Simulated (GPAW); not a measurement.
The system is CuO.

```xyz
2
Lattice="2.5526 0.0000 0.0000 0.0000 2.5526 0.0000 0.0000 0.0000 2.5526" Properties=species:S:1:pos:R:3 pbc="T T T"
Cu    0.0000    0.0000    0.0000
O     1.2763    1.2763    1.2763
```

Measurements of this composition are mostly on another form, of space group No. 15.

| Property | Result |
| --- | --- |
| Program | GPAW 26.7.0 |
| Task | relaxation of cell and atoms |
| Functional | BLYP |
| Potentials or basis | PAW data sets generated in the run's folder for this functional |
| Cutoff | 800 eV |
| Basis | pw |
| k mesh | 10 × 10 × 10 |
| Occupations | fermi-dirac, width 0.05 eV |
| Spin | no spin polarisation |

At the start: pressure 31.4 GPa; volume 8.32 Å³/atom.

Task: Where does the relaxation end?

Result: Over 5 steps the energy falls by 116.5 meV/atom and the volume is 9.61 Å³/atom (+15.6 %); space group Pm-3m (No. 221, to 0.05 Å).

The path:
| step | energy change (eV) | largest force (eV/Å) | pressure (GPa) | volume (Å³) |
| --- | --- | --- | --- | --- |
| 1 | 0.0000 | 0.0000 | 31.36 | 16.63 |
| 2 | -0.1006 | 0.0000 | 21.91 | 17.22 |
| 3 | -0.2281 | 0.0000 | 3.00 | 18.87 |
| 4 | -0.2327 | 0.0000 | 0.41 | 19.17 |
| 5 | -0.2329 | 0.0000 | 0.01 | 19.22 |

Final structure:
```yaml
crystal:
  lattice:
    - [2.67880, 0.00000, 0.00000]
    - [0.00000, 2.67880, 0.00000]
    - [0.00000, 0.00000, 2.67880]
  atoms:
    - { symbol: Cu, position: [0.00000, 0.00000, 0.00000] }
    - { symbol: O, position: [0.50000, 0.50000, 0.50000] }
```

Caveat: with this Cu data set, volumes or pressures lay over 1.5 % or 2 GPa off other programs in two to four cells of ten; later steps reuse the first step's grids; the volume moved by over 15 % at a fixed basis, so the end points are rough; an odd number of electrons without spin polarisation forces a metal; a magnetic or distorted state may lie lower; the run has no spin polarisation, though such a crystal can be magnetic.
